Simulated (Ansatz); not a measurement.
# What a strained TiO2 layer does to its nuclei

Cell: a structure deposited in the COD whose atoms were relaxed with PBE, the cell held.

```
CELL_PARAMETERS angstrom
4.59400 0.00000 0.00000
0.00000 4.59400 0.00000
0.00000 0.00000 2.95900
ATOMIC_POSITIONS crystal
Ti 0.00000 0.00000 0.00000
Ti 0.50000 0.50000 0.50000
O 0.30428 0.30428 0.00000
O 0.19572 0.80428 0.50000
O 0.69572 0.69572 0.00000
O 0.80428 0.19572 0.50000
```

Sites (sets of like atoms) are named by element and the number of their first atom in this list.

All values are calculated (Ansatz; DFT, PBE, plane waves and PAW, scalar-relativistic, 420 eV cutoff, Γ-centred 7×7×10 k-points, Fermi–Dirac smearing 0.02 eV), not measured.

The cell is stretched along z (the third Cartesian axis of the run's cell), x and y held, and the ions relax again each time.

```
strain along z (%)  Ti: V along z (10²¹ V/m²)  O: V along z (10²¹ V/m²)
                -3                          ?                         ?
                -2                      -2.02                     -0.28
                -1                      -2.03                     -0.14
                 0                      -2.01                      0.00
                +1                      -1.88                      0.15
                +2                      -1.88                      0.27
                +3                      -1.79                      0.41
```

(1) Estimate the row at -3 % from the others.

## Answers

(1) Ti: -2.00; O: -0.41. Worked for Ti: a straight line through the other 6 rows has a slope of 0.050 × 10²¹ V/m² per per cent of strain and gives -2.11 at -3 %, against -2.00 from the run; the rows don't lie on one smooth curve, and relaxations that stop at forces of about 0.02 eV/Å can cause such scatter. Worked for O: a straight line through the other 6 rows has a slope of 0.139 × 10²¹ V/m² per per cent of strain and gives -0.42 at -3 %, against -0.41 from the run, so the response is nearly linear here.

At this cell the principal stresses reach 5 GPa in size with PBE, which can matter for small gradients.
